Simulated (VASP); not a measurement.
# SiO2 (P6_422) in VASP: a series of runs, part 2 of 2

VASP 6.6.1. Earlier steps stand in the parts before.

**4. Relaxation of cell and atoms, vdW-DF-cx**

INCAR

```
SYSTEM = SiO2
AGGAC = 0.0
ALGO = Normal
EDIFF = 1E-6
EDIFFG = -0.005
ENCUT = 600
GGA = CX
IBRION = 2
ISIF = 3
ISMEAR = -1
LASPH = .TRUE.
LCHARG = .FALSE.
LREAL = .FALSE.
LUSE_VDW = .TRUE.
LWAVE = .FALSE.
NELM = 80
NSW = 60
PREC = Accurate
SIGMA = 0.05
```

KPOINTS

```
k-points
0
G
  5 5 4
  0 0 0
```

POSCAR

```
SiO2
1.0
    5.0605222284      0.0000000000      0.0000000000
   -2.5302611142      4.3825408062      0.0000000000
    0.0000000000      0.0000000000      5.5413533100
Si O
3 6
Direct
    0.5000000000      0.0000000000      0.0000000000
    0.5000000000      0.5000000000      0.6666666667
    0.0000000000      0.5000000000      0.3333333333
    0.2086053700      0.7913946300      0.1666666667
    0.2086053700      0.4172107400      0.5000000000
    0.4172107400      0.2086053700      0.8333333333
    0.7913946300      0.2086053700      0.1666666667
    0.7913946300      0.5827892600      0.5000000000
    0.5827892600      0.7913946300      0.8333333333
```

Potentials or basis: VASP PAW PBE potentials, release 64 (Si, O).

Started as:

```sh
$ cat potpaw_PBE.64/Si/POTCAR potpaw_PBE.64/O/POTCAR > POTCAR
$ mpirun -np 1 vasp_std > vasp.out
```

OUTCAR:

```text
SYSTEM = SiO2
   EDIFF = 1E-6
   EDIFFG = -0.005
   ENCUT = 600
   GGA = CX
   IBRION = 2
   ISIF = 3
   ISMEAR = -1
   LASPH = .TRUE.
   LREAL = .FALSE.
   NELM = 80
   NSW = 60
   PREC = Accurate

 ion  position               nearest neighbor table
   1  0.500  0.000  0.000-   6 1.61   9 1.61   7 1.61   4 1.61   2 3.13   3 3.13   2 3.13   3 3.13

   2  0.500  0.500  0.667-   6 1.61   9 1.61   8 1.61   5 1.61   1 3.13   1 3.13   3 3.13   3 3.13

   3  0.000  0.500  0.333-   4 1.61   7 1.61   5 1.61   8 1.61   1 3.13   1 3.13   2 3.13   2 3.13

   4  0.209  0.791  0.167-   3 1.61   1 1.61
   5  0.209  0.417  0.500-   2 1.61   3 1.61
   6  0.417  0.209  0.833-   2 1.61   1 1.61
   7  0.791  0.209  0.167-   3 1.61   1 1.61
   8  0.791  0.583  0.500-   2 1.61   3 1.61
   9  0.583  0.791  0.833-   2 1.61   1 1.61

  LATTYP: Found a hexagonal cell.
 ALAT       =     5.0605222284
 C/A-ratio  =     1.0950160991

  Lattice vectors:

 A1 = (   5.0605222284,   0.0000000000,   0.0000000000)
 A2 = (  -2.5302611142,   4.3825408062,   0.0000000000)
 A3 = (   0.0000000000,   0.0000000000,   5.5413533100)

Analysis of symmetry for initial positions (statically):
=====================================================================
 Subroutine PRICEL returns:
[... 167 lines left out ...]
   NGX = 21   NGY = 21   NGZ = 23

--------------------------------------- Ionic step        1  -------------------------------------------

Total vdW correction in eV:      9.9711319

 number of electron      47.9999982 magnetization

 Free energy of the ion-electron system (eV)
  ---------------------------------------------------
  ext. energy  EPLUGINS =         0.00000000
  ---------------------------------------------------
  free energy    TOTEN  =       -58.14978174 eV

  energy without entropy =      -58.14978174  energy(sigma->0) =      -58.14978174

------------------------ aborting loop because EDIFF is reached ----------------------------------------

  FORCE on cell =-STRESS in cart. coord.  units (eV):
  Direction    XX          YY          ZZ          XY          YZ          ZX
  --------------------------------------------------------------------------------------
  -------------------------------------------------------------------------------------
  Total        2.8251259      2.8251259      2.7383934      0.0000000      0.0000000      0.0000000
  in kB       36.8308070     36.8308070     35.7000866      0.0000000      0.0000000      0.0000000
  external PRESSURE =      36.4539002 kB  Pullay stress =       0.0000000 kB
[... 347 lines left out ...]
--------------------------------------- Ionic step        9  -------------------------------------------

 number of electron      47.9999996 magnetization

 Free energy of the ion-electron system (eV)
  ---------------------------------------------------
  ext. energy  EPLUGINS =         0.00000000
  ---------------------------------------------------
  free energy    TOTEN  =       -58.18049232 eV

  energy without entropy =      -58.18049232  energy(sigma->0) =      -58.18049232

 E-fermi :   1.4804     XC(G=0):  -8.6867

 val. band max:        0.3404540196   @ k =   0.0000   0.0000   0.5000
 cond. band min:       6.0396135156   @ k =   0.0000   0.0000   0.0000
 fundamental gap:      5.6991594959
 Fermi energy:         1.4803544567

 k-point     1 :       0.0000    0.0000    0.0000
  band No.  band energies     occupation
      1     -18.8848      2.00000
      2     -17.4539      2.00000
      3     -17.4539      2.00000
      4     -16.8578      2.00000
      5     -16.8355      2.00000
      6     -16.8355      2.00000
[... 509 lines left out ...]
  energy  without entropy=      -58.1804923186  energy(sigma->0) =      -58.18049232

Total vdW correction in eV:     10.3049611

 reached required accuracy - stopping structural energy minimisation
```

OSZICAR:

```text
N       E                     dE             d eps       ncg     rms          rms(c)
DAV:   1     0.363071907815E+03    0.36307E+03   -0.27351E+04   870   0.170E+03
DAV:   2    -0.428058682911E+02   -0.40588E+03   -0.39427E+03  1168   0.358E+02
DAV:   3    -0.672982281933E+02   -0.24492E+02   -0.24416E+02  1020   0.987E+01
DAV:   4    -0.676417396887E+02   -0.34351E+00   -0.34307E+00  1052   0.126E+01
[... 65 lines left out ...]
       N       E                     dE             d eps       ncg     rms          rms(c)
DAV:   1    -0.581805244373E+02   -0.43327E-04   -0.15761E-03   950   0.293E-01    0.469E-02
DAV:   2    -0.581804936115E+02    0.30826E-04   -0.11165E-04   970   0.691E-02    0.123E-02
DAV:   3    -0.581804925543E+02    0.10572E-05   -0.93072E-06   975   0.172E-02    0.566E-03
DAV:   4    -0.581804923186E+02    0.23567E-06   -0.10566E-06   450   0.671E-03
   9 F= -.58180492E+02 E0= -.58180492E+02  d E =-.963522E-05
```

Run time: 13 min. Hardware: 1 thread of Intel Xeon Platinum 8488C (Sapphire Rapids), shared host; peak memory 0.67 GiB.

What came out:

| Property | Result |
| --- | --- |
| Free energy | -58.1805 eV |
| Relaxed volume | 13.88 Å³/atom |
| Relaxed cell | a = 5.089 Å, b = 5.089 Å, c = 5.568 Å, α = 90.00°, β = 90.00°, γ = 120.00° |
| Space group after relaxing (to 0.05 Å) | P6_422 (No. 181) |
| Energy gained by relaxing | 3.4 meV/atom |
| Ionic steps | 9 |
| Pressure after relaxing | 0.0 GPa |
| Band gap on the k mesh | 5.70 eV, indirect (least direct gap 5.87 eV) |

The path:
| step | energy change (eV) | largest force (eV/Å) | pressure (GPa) | volume (Å³) |
| --- | --- | --- | --- | --- |
| 1 | 0.0000 | 0.2458 | 3.65 | 122.90 |
| 2 | 0.0250 | 0.2084 | -4.79 | 128.51 |
| 3 | -0.0297 | 0.0467 | -0.12 | 125.24 |
| 4 | -0.0297 | 0.0505 | -0.04 | 125.19 |
| 5 | -0.0302 | 0.0351 | -0.02 | 125.08 |
| 6 | -0.0307 | 0.0120 | 0.03 | 124.92 |
| 7 | -0.0307 | 0.0028 | 0.05 | 124.86 |
| 8 | -0.0307 | 0.0044 | -0.09 | 124.94 |
| 9 | -0.0307 | 0.0003 | -0.02 | 124.90 |

Final structure:
```
Si O
1.0
     5.08913    0.00000    0.00000
    -2.54457    4.40732    0.00000
     0.00000    0.00000    5.56842
Si O
3 6
Cartesian
  2.5446 0.0000 0.0000
  1.2723 2.2037 3.7123
  -1.2723 2.2037 1.8561
  -0.9622 3.4937 0.9281
  0.0000 1.8272 2.7842
  1.5824 0.9136 4.6403
  3.5067 0.9136 0.9281
  2.5446 2.5801 2.7842
  0.9622 3.4937 4.6403
```

Caveat: the PAW data sets were made with another functional, which shifts forces and pressure a little; an odd mesh through Γ misses points on the zone boundary, where band edges often lie.

**5. Relaxation of cell and atoms, rev-vdW-DF2**

Edit INCAR of step 4 so:

```diff
@@ -6,3 +6,3 @@
 ENCUT = 600
-GGA = CX
+GGA = MK
 IBRION = 2
@@ -17,3 +17,6 @@
 NSW = 60
+PARAM1 = 0.1234
+PARAM2 = 0.711357
 PREC = Accurate
 SIGMA = 0.05
+ZAB_VDW = -1.8867
```

KPOINTS is that of step 4.

POSCAR is that of step 4.

Started as:

```sh
$ cat potpaw_PBE.64/Si/POTCAR potpaw_PBE.64/O/POTCAR > POTCAR
$ mpirun -np 1 vasp_std > vasp.out
```

Run time: 19 min. Hardware: 1 thread of Intel Xeon Platinum 8488C (Sapphire Rapids), shared host; peak memory 0.68 GiB.

Results (log left out):

| Property | Result |
| --- | --- |
| Free energy | -59.8551 eV |
| Relaxed volume | 13.87 Å³/atom |
| Relaxed cell | a = 5.085 Å, b = 5.085 Å, c = 5.575 Å, α = 90.00°, β = 90.00°, γ = 120.00° |
| Space group after relaxing (to 0.05 Å) | P6_422 (No. 181) |
| Energy gained by relaxing | 3.3 meV/atom |
| Ionic steps | 10 |
| Pressure after relaxing | 0.0 GPa |
| Band gap on the k mesh | 5.43 eV, indirect (least direct gap 5.60 eV) |

Step by step:
| step | energy change (eV) | largest force (eV/Å) | pressure (GPa) | volume (Å³) |
| --- | --- | --- | --- | --- |
| 1 | 0.0000 | 0.2420 | 3.57 | 122.90 |
| 2 | 0.0237 | 0.2026 | -4.68 | 128.39 |
| 3 | -0.0286 | 0.0472 | -0.12 | 125.19 |
| 4 | -0.0286 | 0.0507 | -0.04 | 125.15 |
| 5 | -0.0291 | 0.0356 | -0.02 | 125.04 |
| 6 | -0.0296 | 0.0106 | 0.03 | 124.86 |
| 7 | -0.0296 | 0.0019 | 0.05 | 124.80 |
| 8 | -0.0296 | 0.0052 | -0.09 | 124.89 |
| 9 | -0.0297 | 0.0019 | -0.04 | 124.85 |
| 10 | -0.0297 | 0.0011 | -0.02 | 124.84 |

Final structure:
```
CELL_PARAMETERS angstrom
5.08507 0.00000 0.00000
-2.54253 4.40380 0.00000
0.00000 0.00000 5.57480
ATOMIC_POSITIONS crystal
Si 0.50000 0.00000 0.00000
Si 0.50000 0.50000 0.66667
Si 0.00000 0.50000 0.33333
O 0.20726 0.79274 0.16667
O 0.20726 0.41451 0.50000
O 0.41451 0.20726 0.83333
O 0.79274 0.20726 0.16667
O 0.79274 0.58549 0.50000
O 0.58549 0.79274 0.83333
```

Levels at points of the mesh, in eV from the valence-band top:
| k point | band 22 | band 23 | band 24 | band 25 | band 26 | band 27 |
| --- | --- | --- | --- | --- | --- | --- |
| (0.00, 0.00, 0.00) | -0.45 | -0.45 | -0.17 | 5.43 | 8.79 | 8.79 |
| (0.00, 0.00, 0.50) | -0.28 | 0.00 | 0.00 | 7.25 | 7.25 | 8.33 |

Caveat: the PAW data sets were made with another functional, which shifts forces and pressure a little; an odd mesh through Γ misses points on the zone boundary, where band edges often lie.

**6. Relaxation of cell and atoms, LDA**

INCAR

```
ALGO = Fast ; EDIFF = 1E-6
EDIFFG = -0.005 ; ENCUT = 600
GGA = CA ; IBRION = 2
ISIF = 3 ; ISMEAR = 0
KPAR = 4 ; LASPH = True
LCHARG = False ; LREAL = False
LWAVE = False ; NELM = 60
NSW = 60 ; PREC = Accurate
SIGMA = 0.02
```

KPOINTS

```
k-points
0
Gamma
  6 6 4
```

POSCAR is that of step 5.

Potentials or basis: VASP PAW LDA potentials, release 64 (Si, O).

Started as:

```sh
$ cat potpaw_LDA.64/Si/POTCAR potpaw_LDA.64/O/POTCAR > POTCAR
$ mpirun -np 4 vasp_std > vasp.out
```

It took 3.6 min on 4 MPI ranks of AMD EPYC 7R13 (Zen 3), shared host; peak memory 0.23 GiB.

The run converged. Its results:

| Property | Result |
| --- | --- |
| Free energy | -77.8406 eV |
| Relaxed volume | 13.53 Å³/atom |
| Relaxed cell | a = 5.043 Å, b = 5.043 Å, c = 5.528 Å, α = 90.00°, β = 90.00°, γ = 120.00° |
| Space group after relaxing (to 0.05 Å) | P6_422 (No. 181) |
| Energy gained by relaxing | 0.6 meV/atom |
| Ionic steps | 9 |
| Pressure after relaxing | 0.0 GPa |
| Band gap on the k mesh | 5.49 eV, indirect (least direct gap 5.68 eV) |

Forces on the atoms (eV/Å):
```
Si   0.000  0.000  0.000
Si   0.000  0.000  0.000
Si   0.000  0.000  0.000
O    0.002 -0.001  0.000
O    0.000  0.003  0.000
O    0.002  0.001  0.000
O   -0.002  0.001  0.000
O    0.000 -0.003  0.000
O   -0.002 -0.001  0.000
```

Step by step:
| step | energy change (eV) | largest force (eV/Å) | pressure (GPa) | volume (Å³) |
| --- | --- | --- | --- | --- |
| 1 | 0.0000 | 0.0161 | -1.43 | 122.90 |
| 2 | 0.0036 | 0.1331 | 2.00 | 120.74 |
| 3 | -0.0041 | 0.0461 | -0.03 | 121.97 |
| 4 | -0.0041 | 0.0474 | 0.02 | 121.96 |
| 5 | -0.0046 | 0.0329 | 0.03 | 121.87 |
| 6 | -0.0050 | 0.0004 | 0.04 | 121.68 |
| 7 | -0.0050 | 0.0012 | 0.04 | 121.69 |
| 8 | -0.0050 | 0.0039 | -0.06 | 121.76 |
| 9 | -0.0050 | 0.0026 | -0.04 | 121.74 |

Final structure:
```
CELL_PARAMETERS angstrom
5.04278 0.00000 0.00000
-2.52139 4.36717 0.00000
0.00000 0.00000 5.52793
ATOMIC_POSITIONS crystal
Si 0.50000 0.00000 0.00000
Si 0.50000 0.50000 0.66667
Si 0.00000 0.50000 0.33333
O 0.20793 0.79207 0.16667
O 0.20793 0.41586 0.50000
O 0.41586 0.20793 0.83333
O 0.79207 0.20793 0.16667
O 0.79207 0.58414 0.50000
O 0.58414 0.79207 0.83333
```

Levels at points of the mesh, in eV from the valence-band top:
```tsv
k point	band 21	band 22	band 23	band 24	band 25	band 26	band 27	band 28
(0.00, 0.00, 0.00)	-1.02	-0.49	-0.49	-0.19	5.49	8.72	8.72	9.00
(0.50, 0.00, 0.00)	-1.20	-1.02	-0.36	0.00	7.53	8.38	9.39	9.46
(0.00, 0.00, 0.50)	-1.20	-0.29	0.00	0.00	7.31	7.31	8.19	9.60
(0.50, 0.00, 0.50)	-0.95	-0.75	-0.71	-0.35	8.56	8.98	9.00	9.15
``` LDA gaps usually lie below the measured ones, often by a third to a half.

**7. The reference run**

An earlier run on the cell as given: functional PBE; potentials or basis VASP PAW PBE potentials, release 64 (Si, O); cutoff 520 eV; k mesh 6 × 6 × 5; occupations fermi-dirac, width 0.05 eV; no spin polarisation.

- Pressure: 5.1 GPa
- Largest force: 0.235 eV/Å
- Band gap on the k mesh: 5.71 eV, indirect (least direct gap 5.91 eV)

**8. Overview**

```tsv
task	level	potentials or basis	cell	k mesh	cutoff (eV)	smearing	ladder	gap on the mesh (eV)	pressure (GPa)	relaxed volume (Å³/atom)
relaxation of cell and atoms	SCAN	VASP PAW PBE potentials, release 64 (Si, O)	relaxed	5 × 5 × 4	600	fermi-dirac 0.05 eV	-	6.25	0.0	13.58
relaxation of cell and atoms	optB88-vdW	VASP PAW PBE potentials, release 64 (Si, O)	relaxed	5 × 5 × 4	600	fermi-dirac 0.05 eV	-	5.51	0.0	13.86
relaxation of cell and atoms	vdW-DF-cx	VASP PAW PBE potentials, release 64 (Si, O)	relaxed	5 × 5 × 4	600	fermi-dirac 0.05 eV	-	5.70	0.0	13.88
relaxation of cell and atoms	rev-vdW-DF2	VASP PAW PBE potentials, release 64 (Si, O)	relaxed	5 × 5 × 4	600	fermi-dirac 0.05 eV	-	5.43	0.0	13.87
relaxation of cell and atoms	LDA	VASP PAW LDA potentials, release 64 (Si, O)	relaxed	6 × 6 × 4	600	gaussian 0.02 eV	gaps	5.49	0.0	13.53
single point	PBE	VASP PAW PBE potentials, release 64 (Si, O)	as given	6 × 6 × 5	520	fermi-dirac 0.05 eV	-	5.71	5.1	-
```

Alike in all rows: no spin polarisation.

Caveats: an odd mesh through Γ misses points on the zone boundary, where band edges often lie (some runs); the PAW data sets were made with another functional, which shifts forces and pressure a little (some runs).

Total energies depend on the potentials used, so only differences within one code and one set of settings carry meaning.
